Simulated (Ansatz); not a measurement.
# LiCl under changes of volume

One of the cells (21.203 Å³/atom); the others are scaled copies at fixed shape and fractional positions:

```
Cl Li
1.0
     3.92488    0.00000    0.00000
    -1.96244    3.39905    0.00000
     0.00000    0.00000    6.35716
Cl Li
2 2
Direct
  0.33333 0.66667 0.99898
  0.66667 0.33333 0.49898
  0.33333 0.66667 0.37602
  0.66667 0.33333 0.87602
```

Measurements of this composition are mostly on another form, of space group No. 225.

| Property | Result |
| --- | --- |
| Program | Ansatz 0.2.0 |
| Functional | PBE |
| Potentials or basis | Ansatz PAW |
| Cutoff | 420 eV (not typed: the program's choice for these potentials) |
| k mesh | 8 × 8 × 4 |
| Occupations | fermi-dirac, width 0.05 eV |
| Spin | no spin polarisation |

```csv
volume (Å³/atom),energy over the lowest point (meV/atom),pressure (GPa),gap on the mesh (eV),largest force (eV/Å)
19.930,?,?,?,?
20.354,1.41,0.8,6.07,0.018
20.778,0.02,0.3,6.00,0.017
21.203,0.00,-0.2,5.94,0.016
21.627,1.21,-0.7,5.87,0.016
22.051,3.54,-1.1,5.81,0.015
22.475,6.86,-1.4,5.74,0.015
```

Problem. What does the run at 19.930 Å³/atom give?

Solution. Energy over the lowest point 4.32 meV/atom; pressure 1.4 GPa; gap on the mesh 6.15 eV; largest force 0.018 eV/Å.

Worked out: A Birch-Murnaghan fit of order 3 (a polynomial in V^(-2/3)) to the other rows has its minimum at 21.00 Å³/atom with B0 = V·E''(V) = 24 GPa and B' = 4.2 at fixed shape and positions, which overstates the stiffness. It gives 4.32 meV/atom at 19.930 Å³/atom, against the run's 4.32, and -dE/dV = 1.4 GPa, against 1.4. A straight line through the other rows of the gap, of slope -3.3 eV per unit of ln V (its deformation potential), extrapolates to 6.14 eV, against the run's 6.15.

Energies are extrapolated to zero smearing.

A mesh can miss the band edges.
